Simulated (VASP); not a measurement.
Crystal: Ti2O.

```
CELL_PARAMETERS angstrom
2.91940 0.00000 0.00000
-1.45970 2.52827 0.00000
0.00000 0.00000 4.71300
ATOMIC_POSITIONS crystal
Ti 0.33333 0.66667 0.72126
Ti 0.66667 0.33333 0.27874
O 0.00000 0.00000 0.00000
```

Base run:

| Item | Value |
| --- | --- |
| Program | VASP 6.6.1 |
| Functional | LDA |
| Potentials or basis | VASP PAW LDA potentials, release 64 (Ti_sv, O) |
| Cutoff | 520 eV |
| k mesh | 10 × 10 × 6 |
| Occupations | fermi-dirac, width 0.05 eV |
| Spin | no spin polarisation |
| Hubbard terms | Ti d U = 3 eV |

Its results: band gap on the k mesh none (metal or under the smearing width); pressure 6.9 GPa; largest force 1.395 eV/Å.

**Question.** The run is repeated on the same cell with these changes: hubbard terms from Ti d U = 3 eV to Ti d U = 4 eV. What comes out?

**Answer.** Band gap on the k mesh none (metal or under the smearing width); pressure 9.7 GPa; largest force 1.390 eV/Å.

Caveats: U without spin polarisation on a metal has little footing; forces of over 1 eV/Å show positions far from the minimum, so gaps and moduli don't describe the material at rest.

Not every run made on this cell is shown here.
